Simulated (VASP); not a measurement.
# CdF2 (Fm-3m) in VASP: single point with PBE

Aim: the single point of CdF2 with PBE.

Everything below comes from runs of VASP 6.6.1. Logs are shortened: lines on timing, memory, paths and dates and some standing lists are left out, and cuts for length are marked.

**1. The crystal as given**

Symmetry: Fm-3m, No. 225, cubic system. Conventional cell: a = 5.388 Å, b = 5.388 Å, c = 5.388 Å, α = 90.00°, β = 90.00°, γ = 90.00°. Cd (site symmetry m-3m) has 8 F at 2.33 Å as nearest neighbours. F (site symmetry -43m) has 4 Cd at 2.33 Å as nearest neighbours.

The cell was built by a generator and needn't be a form met in nature.

**2. Single point, PBE**

Input file INCAR:

```
SYSTEM = CdF2
PREC     = Accurate       ! precision mode
ENCUT    = 520            ! plane-wave cutoff, eV
EDIFF    = 1E-6           ! SCF threshold, eV
ISMEAR   = -1             ! smearing method
SIGMA    = 0.02           ! smearing width, eV
LREAL    = .False.        ! projectors in reciprocal space
LASPH    = .True.         ! aspherical terms in the spheres
NELM     = 100            ! most SCF steps
ALGO     = Normal         ! electronic algorithm
ISIF     = 2              ! what is computed and relaxed
LWAVE    = .False.        ! write WAVECAR
LCHARG   = .False.        ! write CHGCAR
GGA      = PE             ! functional
NBANDS   = 20             ! bands
```

Input file KPOINTS:

```
Automatic mesh
0
Gamma
  8 8 8
  0 0 0
```

Input file POSCAR:

```
CdF2
1.0
    0.0000000000      2.6941776783      2.6941776783
    2.6941776783      0.0000000000      2.6941776783
    2.6941776783      2.6941776783      0.0000000000
Cd F
1 2
Direct
    0.0000000000      0.0000000000      0.0000000000
    0.2500000000      0.2500000000      0.2500000000
    0.7500000000      0.7500000000      0.7500000000
```

Potentials or basis: VASP PAW PBE potentials, release 64 (Cd, F).

The run is started by

```
$ cat potpaw_PBE.64/Cd/POTCAR potpaw_PBE.64/F/POTCAR > POTCAR
$ mpirun -np 1 vasp_std > vasp.out
```

OUTCAR:

```text
SYSTEM = CdF2
   PREC = Accurate
   ENCUT = 520
   EDIFF = 1E-6
   ISMEAR = -1
   LREAL = .False.
   LASPH = .True.
   NELM = 100
   ISIF = 2
   GGA = PE

 ion  position               nearest neighbor table
   1  0.000  0.000  0.000-   3 2.33   3 2.33   3 2.33   2 2.33   3 2.33   2 2.33   2 2.33   2 2.33

   2  0.250  0.250  0.250-   1 2.33   1 2.33   1 2.33   1 2.33
   3  0.750  0.750  0.750-   1 2.33   1 2.33   1 2.33   1 2.33

  LATTYP: Found a face centered cubic cell.
 ALAT       =     5.3883553566

  Lattice vectors:

 A1 = (   0.0000000000,   2.6941776783,   2.6941776783)
 A2 = (   2.6941776783,   0.0000000000,   2.6941776783)
 A3 = (   2.6941776783,   2.6941776783,   0.0000000000)

Analysis of symmetry for initial positions (statically):
=====================================================================
 Subroutine PRICEL returns:
 Original cell was already a primitive cell.

 Routine SETGRP: Setting up the symmetry group for a
 face centered cubic supercell.

 Subroutine GETGRP returns: Found 48 space group operations
 (whereof 48 operations were pure point group operations)
 out of a pool of 48 trial point group operations.

The static configuration has the point symmetry O_h .

Analysis of symmetry for dynamics (positions and initial velocities):
=====================================================================
 Subroutine PRICEL returns:
 Original cell was already a primitive cell.

 Routine SETGRP: Setting up the symmetry group for a
 face centered cubic supercell.

 Subroutine GETGRP returns: Found 48 space group operations
 (whereof 48 operations were pure point group operations)
 out of a pool of 48 trial point group operations.

The dynamic configuration has the point symmetry O_h .

 Subroutine INISYM returns: Found 48 space group operations
 (whereof 48 operations are pure point group operations),
 and found     1 'primitive' translations

----------------------------------------------------------------------------------------

                                     Primitive cell

  volume of cell :      39.1119

  direct lattice vectors                    reciprocal lattice vectors
     0.000000000  2.694177678  2.694177678    -0.185585384  0.185585384  0.185585384
     2.694177678  0.000000000  2.694177678     0.185585384 -0.185585384  0.185585384
     2.694177678  2.694177678  0.000000000     0.185585384  0.185585384 -0.185585384

  length of vectors
     3.810142612  3.810142612  3.810142612     0.321443315  0.321443315  0.321443315

  position of ions in fractional coordinates (direct lattice)
     0.000000000  0.000000000  0.000000000
     0.250000000  0.250000000  0.250000000
     0.750000000  0.750000000  0.750000000

  ion indices of the primitive-cell ions
   primitive index   ion index
                 1           1
                 2           2
                 3           3

----------------------------------------------------------------------------------------

 KPOINTS: Automatic mesh

Automatic generation of k-mesh.
 Grid dimensions read from file:
 generate k-points for:    8    8    8

 Generating k-lattice:

  Cartesian coordinates                     Fractional coordinates (reciprocal lattice)
    -0.023198173  0.023198173  0.023198173     0.125000000  0.000000000  0.000000000
     0.023198173 -0.023198173  0.023198173     0.000000000  0.125000000  0.000000000
     0.023198173  0.023198173 -0.023198173     0.000000000  0.000000000  0.125000000

  Length of vectors
     0.040180414  0.040180414  0.040180414

  Shift w.r.t. Gamma in fractional coordinates (k-lattice)
     0.000000000  0.000000000  0.000000000

 Subroutine IBZKPT returns following result:
 ===========================================

 Found     29 irreducible k-points:

 Following reciprocal coordinates:
            Coordinates               Weight
  0.000000  0.000000  0.000000      1.000000
  0.125000  0.000000  0.000000      8.000000
  0.250000  0.000000  0.000000      8.000000
  0.375000  0.000000  0.000000      8.000000
  0.500000  0.000000  0.000000      4.000000
  0.125000  0.125000  0.000000      6.000000
[... 16 lines left out ...]
  0.500000  0.250000  0.125000     48.000000
 -0.375000  0.250000  0.125000     24.000000
 [... further k-points ...]
   k-points           NKPTS =     29   k-points in BZ     NKDIM =     29   number of bands    NBANDS=     20
   number of dos      NEDOS =    301   number of ions     NIONS =      3
   total plane-waves  NPLWV =  21952
   dimension x,y,z NGX =    28 NGY =   28 NGZ =   28
   dimension x,y,z NGXF=    56 NGYF=   56 NGZF=   56
   ions per type =               1   2
   NGX,Y,Z   is equivalent  to a cutoff of  12.22, 12.22, 12.22 a.u.
   NGXF,Y,Z  is equivalent  to a cutoff of  24.43, 24.43, 24.43 a.u.
 SYSTEM =  CdF2
   PREC   = accura    normal or accurate (medium, high low for compatibility)
   ISTART =      0    job   : 0-new  1-cont  2-samecut
   ICHARG =      2    charge: 1-file 2-atom 10-const
   ISPIN  =      1    spin polarized calculation?
   LNONCOLLINEAR =      F non collinear calculations
   LSORBIT =      F    spin-orbit coupling
   LASPH  =      T    aspherical Exc in radial PAW
   ENCUT  =  520.0 eV  38.22 Ry    6.18 a.u.   7.08  7.08  7.08*2*pi/ulx,y,z
   NELM   =    100;   NELMIN=  2; NELMDL= -5     # of ELM steps
   EDIFF  = 0.1E-05   stopping-criterion for ELM
   LREAL  =      F    real-space projection
   EDIFFG = 0.1E-04   stopping-criterion for IOM
   NSW    =      0    number of steps for IOM
   IBRION =     -1    ionic relax: 0-MD 1-quasi-New 2-CG
   NFREE  =      0    steps in history (QN), initial steepest desc. (CG)
   ISIF   =      2    stress and relaxation
   ISYM   =      2    0-nonsym 1-usesym 2-fastsym
   POTIM  = 0.5000    time-step for ionic-motion
   TEBEG  =    0.0;   TEEND  =   0.0 temperature during run
   PSTRESS=    0.0 pullay stress
   NELECT =      26.0000    total number of electrons
   NUPDOWN=      -1.0000    fix difference up-down
   EMIN   =  10.00;   EMAX   =-10.00  energy-range for DOS
   EFERMI =   0.00;   METHOD = LEGACY
   ISMEAR =    -1;   SIGMA  =   0.02  broadening in eV -4-tet -1-fermi 0-gaus
   EFERMI_NEDOS =   21; number of points for ismear=-14 and -15
   IALGO  =     38    algorithm
   IMIX   =      4    mixing-type and parameters
     AMIX     =   0.40;   BMIX     =  1.00
     AMIX_MAG =   1.60;   BMIX_MAG =  1.00
  volume/ion in A,a.u.               =      13.04        87.98
  Fermi-wavevector in a.u.,A,eV,Ry     =   1.428772  2.699988 27.774804  2.041391
  Thomas-Fermi vector in A             =   2.548798
   LORBIT       =      0    0 simple, 1 ext, 2 COOP (PROOUT), +10 PAW based schemes
   GGA     = PE    functional components
   LHFCALC =     F    Hartree Fock is set to
   AEXX    =    0.0000 exact exchange contribution
   IVDW    =     0    specifies the selected vdW correction
   LEPSILON=     F    determine dielectric tensor
   LRPA    =     F    only Hartree local field effects (RPA)
 non-spin polarized calculation
  energy-cutoff  :      520.00
  volume of cell :       39.11
 maximum number of plane-waves:      1067
   NGX = 15   NGY = 15   NGZ = 15

 number of electron      25.9999990 magnetization

 Free energy of the ion-electron system (eV)
  ---------------------------------------------------
  ext. energy  EPLUGINS =         0.00000000
  ---------------------------------------------------
  free energy    TOTEN  =       -10.85972024 eV

  energy without entropy =      -10.85972024  energy(sigma->0) =      -10.85972024

 E-fermi :  -0.8775     XC(G=0): -10.4111

 val. band max:       -1.3130434175   @ k =  -0.2500   0.5000   0.2500
 cond. band min:       1.7542603999   @ k =   0.0000   0.0000   0.0000
 fundamental gap:      3.0673038173
 Fermi energy:        -0.8775020794

 k-point     1 :       0.0000    0.0000    0.0000
  band No.  band energies     occupation
      1     -22.1172      2.00000
      2     -21.0129      2.00000
      3      -6.9278      2.00000
      4      -6.9278      2.00000
      5      -6.9278      2.00000
      6      -5.7210      2.00000
[... 12 lines left out ...]
     19      18.5835      0.00000
     20      18.5835      0.00000

 k-point     2 :       0.1250    0.0000    0.0000
  band No.  band energies     occupation
      1     -22.0672      2.00000
      2     -21.0565      2.00000
      3      -6.8688      2.00000
      4      -6.8688      2.00000
      5      -6.7621      2.00000
      6      -5.7388      2.00000
[... 12 lines left out ...]
     19      18.1837      0.00000
     20      18.1837      0.00000

 k-point     3 :       0.2500    0.0000    0.0000
  band No.  band energies     occupation
      1     -21.9329      2.00000
      2     -21.1767      2.00000
      3      -6.7331      2.00000
      4      -6.7331      2.00000
      5      -6.3173      2.00000
      6      -5.7534      2.00000
[... 12 lines left out ...]
     19      17.5173      0.00000
     20      18.2670      0.00000

 k-point     4 :       0.3750    0.0000    0.0000
  band No.  band energies     occupation
      1     -21.7474      2.00000
      2     -21.3443      2.00000
      3      -6.6217      2.00000
      4      -6.6217      2.00000
      5      -5.7607      2.00000
      6      -5.7018      2.00000
[... 12 lines left out ...]
     19      17.0416      0.00000
     20      17.7939      0.00000

 k-point     5 :       0.5000    0.0000    0.0000
  band No.  band energies     occupation
      1     -21.5791      2.00000
      2     -21.5046      2.00000
      3      -6.5881      2.00000
      4      -6.5881      2.00000
      5      -5.6502      2.00000
      6      -5.6502      2.00000
[... 12 lines left out ...]
     19      16.8722      0.00000
     20      17.4443      0.00000
[... 353 lines left out ...]
      6      -5.6054      2.00000
[... 12 lines left out ...]
     19      18.1396      0.00000
     20      20.1248      0.00000

 k-point    22 :       0.3750    0.2500    0.1250
  band No.  band energies     occupation
      1     -21.8389      2.00000
      2     -21.2517      2.00000
      3      -6.5937      2.00000
      4      -6.5530      2.00000
      5      -6.0500      2.00000
      6      -5.9881      2.00000
[... 12 lines left out ...]
     19      18.1597      0.00000
     20      20.5331      0.00000

 k-point    23 :       0.5000    0.2500    0.1250
  band No.  band energies     occupation
      1     -21.6896      2.00000
      2     -21.3812      2.00000
      3      -6.5029      2.00000
      4      -6.4021      2.00000
      5      -5.9532      2.00000
      6      -5.7147      2.00000
[... 12 lines left out ...]
     19      17.6134      0.00000
     20      20.5739      0.00000

 k-point    24 :      -0.3750    0.2500    0.1250
  band No.  band energies     occupation
      1     -21.5496      2.00000
      2     -21.5123      2.00000
      3      -6.4732      2.00000
      4      -6.3635      2.00000
      5      -5.7774      2.00000
      6      -5.7547      2.00000
[... 12 lines left out ...]
     19      17.4004      0.00000
     20      20.9744      0.00000

 [... further k-points ...]

------------------------ aborting loop because EDIFF is reached ----------------------------------------

  FORCE on cell =-STRESS in cart. coord.  units (eV):
  Direction    XX          YY          ZZ          XY          YZ          ZX
  --------------------------------------------------------------------------------------
  -------------------------------------------------------------------------------------
  Total        1.5091846      1.5091846      1.5091846      0.0000000     -0.0000000      0.0000000
  in kB       61.8221715     61.8221715     61.8221715      0.0000000     -0.0000000      0.0000000
  external PRESSURE =      61.8221715 kB  Pullay stress =       0.0000000 kB

 VOLUME and BASIS-vectors are now :
 -----------------------------------------------------------------------------
  energy-cutoff  :      520.00
  volume of cell :       39.11
      direct lattice vectors                 reciprocal lattice vectors
     0.000000000  2.694177678  2.694177678    -0.185585384  0.185585384  0.185585384
     2.694177678  0.000000000  2.694177678     0.185585384 -0.185585384  0.185585384
     2.694177678  2.694177678  0.000000000     0.185585384  0.185585384 -0.185585384

 POSITION                                       TOTAL-FORCE (eV/Angst)
 -----------------------------------------------------------------------------------
      0.00000      0.00000      0.00000        -0.000000     -0.000000     -0.000000
      1.34709      1.34709      1.34709         0.000000      0.000000      0.000000
      4.04127      4.04127      4.04127        -0.000000     -0.000000     -0.000000
 -----------------------------------------------------------------------------------
    total drift:                                0.000000      0.000000      0.000000

  FREE ENERGIE OF THE ION-ELECTRON SYSTEM (eV)
  ---------------------------------------------------
  free  energy   TOTEN  =       -10.8597202431 eV

  energy  without entropy=      -10.8597202431  energy(sigma->0) =      -10.85972024
```

Wall time 10 s (1 thread of Intel Xeon 6975P-C (Granite Rapids), shared host); peak memory 0.16 GiB.

Results:

```
Free energy            : -10.8597 eV
Pressure               : 6.2 GPa
Band gap on the k mesh : 3.07 eV, indirect (least direct gap 3.57 eV)
```

Levels at points of the mesh, in eV from the valence-band top:
```tsv
k point	band 9	band 10	band 11	band 12	band 13	band 14	band 15	band 16	band 17	band 18
(0.00, 0.00, 0.00)	-0.97	-0.97	-0.50	-0.50	-0.50	3.07	12.70	12.70	12.70	17.64
(0.50, 0.00, 0.00)	-2.27	-1.84	-1.84	-0.40	-0.40	7.17	9.16	14.50	14.50	18.19
(0.50, 0.50, 0.00)	-2.96	-2.96	-0.50	-0.09	-0.09	8.00	9.65	11.92	14.28	14.28
```

A k mesh can miss the band edges. PBE gaps usually lie below the measured ones, often by a third to a half.
